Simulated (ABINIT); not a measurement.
# A GW chain in ABINIT: KF (Carobbiite), part 2 of 3

Wanted: ground state, empty states, screening and self-energy for KF (Carobbiite).

ABINIT 10.8.3; PBE and many-body steps on it, plane waves. Known limits of the many-body steps: not at the basis limit.

So far. Step 2 (Ground state): The gap is direct, at Γ.

### Step 3. Bands along the symmetry lines

Level of this step: DFT, PBE, plane waves, norm-conserving pseudopotentials (ABINIT).

The cheap functional maps the bands first; the places of the edges decide which points the dearer methods must see.

Contents of run.abi:

```
acell 3*1.0 Angstrom
rprim 
  -0.000000000000 2.671850000000 2.671850000000
  2.671850000000 -0.000000000000 2.671850000000
  2.671850000000 2.671850000000 0.000000000000
ntypat 2
znucl 19 9
natom 2
typat 1 2
xred 
  0.000000000000 0.000000000000 0.000000000000
  0.500000000000 0.500000000000 0.500000000000
pp_dirpath "pseudos"
pseudos "K.upf, F.upf"
ecut 36
iscf -2
irdden 1
kptopt 0
nkpt 50
kpt 
  0.00000000 0.00000000 0.00000000
  0.06250000 0.00000000 0.06250000
  0.12500000 0.00000000 0.12500000
  0.18750000 0.00000000 0.18750000
  0.25000000 0.00000000 0.25000000
  0.31250000 0.00000000 0.31250000
  0.37500000 0.00000000 0.37500000
  0.43750000 0.00000000 0.43750000
  0.50000000 0.00000000 0.50000000
  0.51562500 0.03125000 0.51562500
  0.53125000 0.06250000 0.53125000
  0.54687500 0.09375000 0.54687500
  0.56250000 0.12500000 0.56250000
  0.57812500 0.15625000 0.57812500
  0.59375000 0.18750000 0.59375000
  0.60937500 0.21875000 0.60937500
  0.62500000 0.25000000 0.62500000
  0.37500000 0.37500000 0.75000000
  0.32812500 0.32812500 0.65625000
  0.28125000 0.28125000 0.56250000
  0.23437500 0.23437500 0.46875000
  0.18750000 0.18750000 0.37500000
  0.14062500 0.14062500 0.28125000
  0.09375000 0.09375000 0.18750000
  0.04687500 0.04687500 0.09375000
  0.00000000 0.00000000 0.00000000
  0.06250000 0.06250000 0.06250000
  0.12500000 0.12500000 0.12500000
  0.18750000 0.18750000 0.18750000
  0.25000000 0.25000000 0.25000000
  0.31250000 0.31250000 0.31250000
  0.37500000 0.37500000 0.37500000
  0.43750000 0.43750000 0.43750000
  0.50000000 0.50000000 0.50000000
  0.50000000 0.46875000 0.53125000
  0.50000000 0.43750000 0.56250000
  0.50000000 0.40625000 0.59375000
  0.50000000 0.37500000 0.62500000
  0.50000000 0.34375000 0.65625000
  0.50000000 0.31250000 0.68750000
  0.50000000 0.28125000 0.71875000
  0.50000000 0.25000000 0.75000000
  0.50000000 0.21875000 0.71875000
  0.50000000 0.18750000 0.68750000
  0.50000000 0.15625000 0.65625000
  0.50000000 0.12500000 0.62500000
  0.50000000 0.09375000 0.59375000
  0.50000000 0.06250000 0.56250000
  0.50000000 0.03125000 0.53125000
  0.50000000 0.00000000 0.50000000
istwfk *1
nband 15
nbdbuf 2
tolwfr 1e-08
nstep 40
prtwf 0
prtvol 0
indata_prefix "in"
outdata_prefix "out"
tmpdata_prefix "tmp"
```

Command:

```sh
> OMP_NUM_THREADS=1 mpirun -n 4 abinit run.abi > log
```

Numbers of over 12 decimals in the logs are rounded to 6 here.

The log of the run:

```text
.Version 10.8.3 of ABINIT. v10.8.2 released Aug 2026.

 Symmetries : space group Fm -3 m (#225); Bravais cF (face-center cubic)
[... echo of the input left out ...]
== DATASET  1 ==================================================================
-   mpi_nproc: 4, omp_nthreads: 1 (-1 if OMP is not activated)

--- !DatasetInfo
iteration_state: {dtset: 1, }
dimensions: {natom: 2, nkpt: 50, mband: 15, nsppol: 1, nspinor: 1, nspden: 1, mpw: 2693, }
cutoff_energies: {ecut:  36.0, pawecutdg:  -1.0, }
electrons: {nelect:   1.60000000E+01, charge:   0.00000000E+00, occopt:   1.00000000E+00, tsmear:   1.00000000E-02, }

 Real(R)+Recip(G) space primitive vectors, cartesian coordinates (Bohr,Bohr^-1):
 R(1)=  0.0000000  5.0490647  5.0490647  G(1)= -0.0990282  0.0990282  0.0990282
 R(2)=  5.0490647  0.0000000  5.0490647  G(2)=  0.0990282 -0.0990282  0.0990282
 R(3)=  5.0490647  5.0490647  0.0000000  G(3)=  0.0990282  0.0990282 -0.0990282
 Unit cell volume ucvol=  2.5743217E+02 bohr^3
 Angles (23,13,12)=  6.00000000E+01  6.00000000E+01  6.00000000E+01 degrees

 getcut: wavevector=  0.0000  0.0000  0.0000  ngfft=  40  40  40
         ecut(hartree)=     36.000   => boxcut(ratio)=   2.07404

--- Pseudopotential description ------------------------------------------------
- K Generated using ONCVPSP code by D. R. Hamann
- 19.00000   9.00000  171031                  znucl, zion, pspdat
12 -101130 2 -1 2222                          pspcod,pspxc,lmax,lloc,mmax
     nproj     2     2     2
  pspatm : epsatm=    8.42413758
         --- l  ekb(1:nproj) -->
             0   10.871123    0.806704
             1    4.379001    0.553647
             2   -3.405842   -1.029115
 pspatm: atomic psp has been read  and splines computed

- F Generated using ONCVPSP code by D. R. Hamann
-  9.00000   7.00000  171031                  znucl, zion, pspdat
12 -101130 2 -1 832                           pspcod,pspxc,lmax,lloc,mmax
     nproj     2     2     1
  pspatm : epsatm=    4.87625608
         --- l  ekb(1:nproj) -->
[...]
2   -2.441503
 pspatm: atomic psp has been read  and splines computed

--------------------------------------------------------------------------------

================================================================================
 prteigrs : about to open file out_EIG
 Non-SCF case, kpt    1 (  0.00000  0.00000  0.00000), residuals and eigenvalues=
  3.31E-09  1.28E-09  3.72E-09  4.88E-09  9.18E-09  4.82E-09  7.04E-09  2.91E-09
  2.73E-09  5.26E-09  9.06E-09  3.05E-09  6.26E-09  6.22E-09  4.64E-09
 -9.5489E-01 -6.7869E-01 -3.3934E-01 -3.3934E-01 -3.3934E-01  4.8043E-03
  4.8043E-03  4.8043E-03  2.3263E-01  3.9781E-01  3.9781E-01  3.9781E-01
[...]
Non-SCF case, kpt    2 (  0.06250  0.00000  0.06250), residuals and eigenvalues=
  5.19E-09  2.10E-09  1.26E-09  4.66E-09  8.59E-09  5.13E-09  4.81E-09  6.47E-09
[...]
4.23E-09  2.61E-09  3.66E-09  6.84E-09  7.44E-09  5.66E-09  3.06E-09  9.18E-09
  1.12E-09  7.71E-09  1.60E-09  7.86E-09  6.31E-09  3.11E-09  6.26E-09
[...]
Non-SCF case, kpt   49 (  0.50000  0.03125  0.53125), residuals and eigenvalues=
[...]
Non-SCF case, kpt   50 (  0.50000  0.00000  0.50000), residuals and eigenvalues=
[...]
-9.5066E-01 -6.7932E-01 -3.5975E-01 -3.4706E-01 -3.4706E-01 -2.8218E-03
  2.7846E-03  2.7846E-03  3.0741E-01  3.8435E-01  4.3910E-01  5.0161E-01
[...]
--- !ResultsGS
iteration_state: {dtset: 1, }
comment   : Summary of ground state results
lattice_vectors:
- [ -0.0000000,   5.0490647,   5.0490647, ]
- [  5.0490647,  -0.0000000,   5.0490647, ]
- [  5.0490647,   5.0490647,   0.0000000, ]
lattice_lengths: [   7.14046,    7.14046,    7.14046, ]
lattice_angles: [ 60.000,  60.000,  60.000, ] # degrees, (23, 13, 12)
lattice_volume:   2.5743217E+02
convergence: {deltae:  0.000E+00, res2:  0.000E+00, residm:  9.975E-09, diffor:  0.000E+00, }
etotal    :  -5.48240946E+01
entropy   :   0.00000000E+00
fermie    :   4.80427879E-03
cartesian_stress_tensor: null
pressure_GPa: null
xred      :
- [  0.0000E+00,   0.0000E+00,   0.0000E+00,  K]
- [  5.0000E-01,   5.0000E-01,   5.0000E-01,  F]
cartesian_forces: null
force_length_stats: {min: null, max: null, mean: null, }

 Integrated electronic density in atomic spheres:
 ------------------------------------------------
 Atom  Sphere_radius  Integrated_density
[...]
================================================================================

 ----iterations are completed or convergence reached----

 Mean square residual over all n,k,spin=   53.980E-10; max=  99.747E-10
 reduced coordinates (array xred) for    2 atoms
       0.000000000000      0.000000000000      0.000000000000
       0.500000000000      0.500000000000      0.500000000000

 cartesian coordinates (angstrom) at end:
    1      0.000000     0.000000     0.000000
    2      2.671850     2.671850     2.671850
 length scales=  1.889726125908  1.889726125908  1.889726125908 bohr
              =  1.000000000000  1.000000000000  1.000000000000 angstroms
 prteigrs : about to open file out_EIG
 Eigenvalues (hartree) for nkpt=  50  k points:
 kpt#   1, nband= 15, wtk=  1.00000, kpt=  0.0000  0.0000  0.0000 (reduced coord)
[...]
kpt#   2, nband= 15, wtk=  1.00000, kpt=  0.0625  0.0000  0.0625 (reduced coord)
[...]
kpt#   3, nband= 15, wtk=  1.00000, kpt=  0.1250  0.0000  0.1250 (reduced coord)
[...]
kpt#  49, nband= 15, wtk=  1.00000, kpt=  0.5000  0.0313  0.5313 (reduced coord)
  -0.95066   -0.67936   -0.35964   -0.34719   -0.34689   -0.00280    0.00228    0.00267
   0.30843    0.38542    0.43686    0.50164    0.52254    0.52464    0.58271
 kpt#  50, nband= 15, wtk=  1.00000, kpt=  0.5000  0.0000  0.5000 (reduced coord)
  -0.95066   -0.67932   -0.35975   -0.34706   -0.34706   -0.00282    0.00278    0.00278
   0.30741    0.38435    0.43910    0.50161    0.52252    0.52252    0.58469

== END DATASET(S) ==============================================================
================================================================================

 -outvars: echo values of variables after computation  --------
            nband          15
             nkpt          50
          spgroup         225
 [... the other variables as echoed above ...]

 Calculation completed.
```

The job ended after 8.1 s (4 MPI ranks of Arm Neoverse V2, shared host; peak memory 0.28 GiB).

Numbers from this step:

| Property | Result |
| --- | --- |
| gap | 6.200 eV |
| k of the valence top | 0, 0, 0 |
| k of the conduction bottom | 0, 0, 0 |
| least direct gap | 6.200 eV |

The gap is 6.200 eV, as in the run before at this level.

The electronic bands at the labelled points (eV, zero at the top of the highest filled band; v1 is the highest filled band, c1 the lowest empty one):

| point | v4 | v3 | v2 | v1 | c1 | c2 | c3 | c4 |
| --- | --- | --- | --- | --- | --- | --- | --- | --- |
| Γ | -9.36 | 0.00 | 0.00 | 0.00 | 6.20 | 10.69 | 10.69 | 10.69 |
| halfway | -9.47 | -0.48 | -0.05 | -0.05 | 8.00 | 9.20 | 12.12 | 12.12 |
| X | -9.57 | -0.21 | -0.06 | -0.06 | 8.23 | 10.33 | 11.82 | 13.52 |
| halfway | -9.56 | -0.20 | -0.14 | -0.10 | 8.45 | 10.55 | 11.42 | 13.52 |
| U | -9.51 | -0.33 | -0.19 | -0.19 | 8.98 | 10.74 | 11.08 | 13.51 |
| jump to K | -9.51 | -0.33 | -0.19 | -0.19 | 8.98 | 10.74 | 11.08 | 13.51 |
| halfway | -9.37 | -0.54 | -0.27 | -0.08 | 8.24 | 9.85 | 11.63 | 11.72 |
| Γ | -9.36 | 0.00 | 0.00 | 0.00 | 6.20 | 10.69 | 10.69 | 10.69 |
| halfway | -9.38 | -0.43 | -0.18 | -0.18 | 7.71 | 10.11 | 11.41 | 11.41 |
| L | -9.40 | -0.78 | -0.34 | -0.34 | 9.09 | 10.63 | 12.05 | 12.05 |
| halfway | -9.44 | -0.56 | -0.28 | -0.25 | 9.42 | 10.11 | 11.67 | 12.67 |
| W | -9.45 | -0.40 | -0.16 | -0.16 | 9.75 | 9.75 | 11.21 | 13.35 |
| halfway | -9.51 | -0.23 | -0.20 | -0.09 | 8.66 | 10.73 | 11.06 | 13.50 |
| X | -9.57 | -0.21 | -0.06 | -0.06 | 8.23 | 10.33 | 11.82 | 13.52 |

The electronic bands as a text plot (rows in eV, shown from -8.0 to 12.2 only):

```
   11.8 |    +++  ++++++   ++++++++         ++++++++++++       ++
   10.9 |++++          ++++      +++++++++++     +++    +++++++
   10.1 |  ++      ++++    ++++++++++    ++++++++   +++++++++  ++
    9.3 |    +++  +       ++++++                +++++++++  ++
    8.4 |     ++++++++++++      +            +++             ++++
    7.6 |    +                   ++         +
    6.7 | +++                      +++  ++++
    5.9 |+                            ++
    5.0 |
    4.2 |
    3.4 |
    2.5 |
    1.7 |
    0.8 |
    0.0 |********************************************************
   -0.8 |     ****         ******           *************
   -1.7 |
   -2.5 |
   -3.4 |
   -4.2 |
   -5.1 |
   -5.9 |
   -6.7 |
   -7.6 |
         Γ           X  U|K            Γ         L        W     X
```

### Step 4. Empty states on the mesh, 6×6×6 mesh, 119 bands

The sums over transitions need many empty states on a uniform mesh; this step solves for them.

Contents of run.abi:

```
acell 3*1.0 Angstrom
rprim 
  -0.000000000000 2.671850000000 2.671850000000
  2.671850000000 -0.000000000000 2.671850000000
  2.671850000000 2.671850000000 0.000000000000
ntypat 2
znucl 19 9
natom 2
typat 1 2
xred 
  0.000000000000 0.000000000000 0.000000000000
  0.500000000000 0.500000000000 0.500000000000
pp_dirpath "pseudos"
pseudos "K.upf, F.upf"
ecut 36
ngkpt 6 6 6
nshiftk 1
shiftk 0 0 0
kptopt 1
chksymbreak 0
irdden 1
istwfk *1
nband 119
prtvol 0
optdriver 6
gwr_task "HDIAGO"
paral_kgb 0
occopt 1
indata_prefix "in"
outdata_prefix "out"
tmpdata_prefix "tmp"
```

The log of the run:

```text
[banner, memory and clock lines left out]
.Version 10.8.3 of ABINIT. v10.8.2 released Aug 2026.

 Symmetries : space group Fm -3 m (#225); Bravais cF (face-center cubic)
[... echo of the input left out ...]
== DATASET  1 ==================================================================
-   mpi_nproc: 4, omp_nthreads: 1 (-1 if OMP is not activated)

--- !DatasetInfo
iteration_state: {dtset: 1, }
dimensions: {natom: 2, nkpt: 16, mband: 119, nsppol: 1, nspinor: 1, nspden: 1, mpw: 2685, }
cutoff_energies: {ecut:  36.0, pawecutdg:  -1.0, }
electrons: {nelect:   1.60000000E+01, charge:   0.00000000E+00, occopt:   1.00000000E+00, tsmear:   1.00000000E-02, }

.Using double precision arithmetic; gwpc =  8

- Reading GS density from: in_DEN

--- Pseudopotential description ------------------------------------------------
- K Generated using ONCVPSP code by D. R. Hamann
- 19.00000   9.00000  171031                  znucl, zion, pspdat
12 -101130 2 -1 2222                          pspcod,pspxc,lmax,lloc,mmax
     nproj     2     2     2
  pspatm : epsatm=    8.42413758
         --- l  ekb(1:nproj) -->
             0   10.871123    0.806704
             1    4.379001    0.553647
             2   -3.405842   -1.029115
 pspatm: atomic psp has been read  and splines computed

- F Generated using ONCVPSP code by D. R. Hamann
-  9.00000   7.00000  171031                  znucl, zion, pspdat
12 -101130 2 -1 832                           pspcod,pspxc,lmax,lloc,mmax
     nproj     2     2     1
  pspatm : epsatm=    4.87625608
         --- l  ekb(1:nproj) -->
             0    6.519403    1.070094
             1   -3.955629   -1.291931
             2   -2.441503
 pspatm: atomic psp has been read  and splines computed

   2.12806299E+02                                ecore*ucvol(ha*bohr**3)

 Total charge density [el/Bohr^3]
)     Maximum=    1.4478E+00  at reduced coord.    0.4750    0.5000    0.5750
)     Minimum=    1.0359E-03  at reduced coord.    0.2500    0.2500    0.2500
   Integrated=    1.6000E+01

 === KS gaps after direct diagonalization ===
 Direct band gap semiconductor
 Fundamental gap:     6.199 (eV)
   VBM:     0.131 (eV) at k: [ 0.0000E+00,  0.0000E+00,  0.0000E+00]
   CBM:     6.330 (eV) at k: [ 0.0000E+00,  0.0000E+00,  0.0000E+00]
 Direct gap:         6.199 (eV) at k: [ 0.0000E+00,  0.0000E+00,  0.0000E+00]

== END DATASET(S) ==============================================================

 -outvars: echo values of variables after computation  --------
           etotal      0.0000000000E+00
            nband         119
             nkpt          16
          spgroup         225
 [... the other variables as echoed above ...]

 Calculation completed.
```

Run time: 52 s. Hardware: 4 MPI ranks; peak memory 1.8 GiB; 3.4 min of CPU time.

This step gave:

```
gap                                                           : 6.199 eV
k of the valence top                                          : 0, 0, 0
k of the conduction bottom                                    : 0, 0, 0
least direct gap                                              : 6.199 eV
k points computed                                             : 16
lowest point of the top converged band, above the valence top : 103.0962 eV
```

On this mesh the gap is 6.199 eV.

### Step 5. Screening, 6×6×6 mesh, 111 bands, screening to 179.6 eV

The RPA dielectric matrix is built and inverted for each q.

This step: RPA screening on PBE, plane waves, norm-conserving pseudopotentials.

Edit run.abi of step 4 so:

```diff
@@ -20,10 +20,11 @@
 chksymbreak 0
-irdden 1
 istwfk *1
-nband 119
-prtvol 0
-optdriver 6
-gwr_task "HDIAGO"
-paral_kgb 0
 occopt 1
+irdwfk 1
+optdriver 3
+nband 111
+ecuteps 6.6
+inclvkb 2
+awtr 1
+symchi 1
 indata_prefix "in"
```

The log of the run:

```text
.Version 10.8.3 of ABINIT. v10.8.2 released Aug 2026.

 Symmetries : space group Fm -3 m (#225); Bravais cF (face-center cubic)
[... echo of the input left out ...]
== DATASET  1 ==================================================================
-   mpi_nproc: 4, omp_nthreads: 1 (-1 if OMP is not activated)

--- !DatasetInfo
iteration_state: {dtset: 1, }
dimensions: {natom: 2, nkpt: 16, mband: 111, nsppol: 1, nspinor: 1, nspden: 1, mpw: 2685, }
cutoff_energies: {ecut:  36.0, pawecutdg:  -1.0, }
electrons: {nelect:   1.60000000E+01, charge:   0.00000000E+00, occopt:   1.00000000E+00, tsmear:   1.00000000E-02, }

 SCREENING: Calculation of the susceptibility and dielectric matrices

 Based on a program developped by R.W. Godby, V. Olevano, G. Onida, and L. Reining.
 Incorporated in ABINIT by V. Olevano, G.-M. Rignanese, and M. Torrent.
.Using double precision arithmetic ; gwpc =  8

[... cell and pseudopotentials left out ...]
--------------------------------------------------------------------------------

 ==== K-mesh for the wavefunctions ====
 Number of points in the irreducible wedge :    16
[... list of points left out ...]
 Together with 48 symmetry operations and time-reversal symmetry
 yields   216 points in the full Brillouin Zone.

 ==== Q-mesh for the screening function ====
 Number of points in the irreducible wedge :    16
[... list of points left out ...]
 Together with 48 symmetry operations and time-reversal symmetry
 yields   216 points in the full Brillouin Zone.

 setmesh: FFT mesh size selected  =    27x   27x   27
          total number of points  =        19683

 vcoul_init : cutoff-mode = AUXILIARY_FUNCTION
 q-points for optical limit:   1
     1)      0.000010    0.000020    0.000030

- screening: taking advantage of time-reversal symmetry
- Maximum band index for partially occupied states nbvw = 8
- Remaining bands to be divided among processors   nbcw = 103
- Number of bands treated by each node ~25

 Number of electrons calculated from density =   16.0000; Expected =   16.0000
 average of density, n =  0.062152
 r_s =    1.5661
 omega_plasma =   24.0483 [eV]

 calculating chi0 at frequencies [eV] :
  1    0.000000E+00    0.000000E+00
  2    0.000000E+00    2.404829E+01

--------------------------------------------------------------------------------
  q-point number  1        q = ( 0.000000, 0.000000, 0.000000) [r.l.u.]
--------------------------------------------------------------------------------
[... chi0 elements left out ...]
 For q-point:  0.000010 0.000020 0.000030
  dielectric constant =   1.8958
  dielectric constant without local fields =   2.1042

  Average fulfillment of the sum rule on Im[epsilon] for q-point    1 :     69.62  [%]
[... wings left out ...]
  q-point number  2        q = ( 0.166667, 0.000000, 0.000000) [r.l.u.]
--------------------------------------------------------------------------------
[... chi0 elements left out ...]
  Average fulfillment of the sum rule on Im[epsilon] for q-point    2 :     80.18  [%]

 [... 14 further q-points ...]
```

Run time: 85 s. Hardware: 4 MPI ranks; peak memory 1.1 GiB; 5.7 min of CPU time.

Numbers from this step:

* ε∞ with local fields, on this mesh, along the program's q direction: 1.896
* the same without local fields: 2.104
* plasma frequency: 24.05 eV
* plane waves in the screening matrix: 181

Local fields lower ε∞ by 10 %.

(Continued in part 3 of 3.)

[Paths, hosts, dates, memory and timing lines, banners, echoed tables and standing remarks are left out of the program output.]

[Logs are printed without paths, hosts, clocks, repeated set-up lines and the standing remarks that a program may print on its own settings, such as how far it seeks lower states.]

[Runs of the session that timed out or met a known fault of the program may be left out.]

[Hosts, paths, dates, database ids (printed as entryN), source tags and the programs' standing remarks are cut or masked in the printed files.]

[G0W0 gaps are taken among the corrected bands and points alone; a level outside them can change the order at an edge.]

[Where Ansatz stands beside ABINIT at settings called matched, ABINIT's density can come from a denser mesh and the files from another edition; pairs whose starting gaps differed by over 0.03 eV were left out, so agreement reads better than it is.]
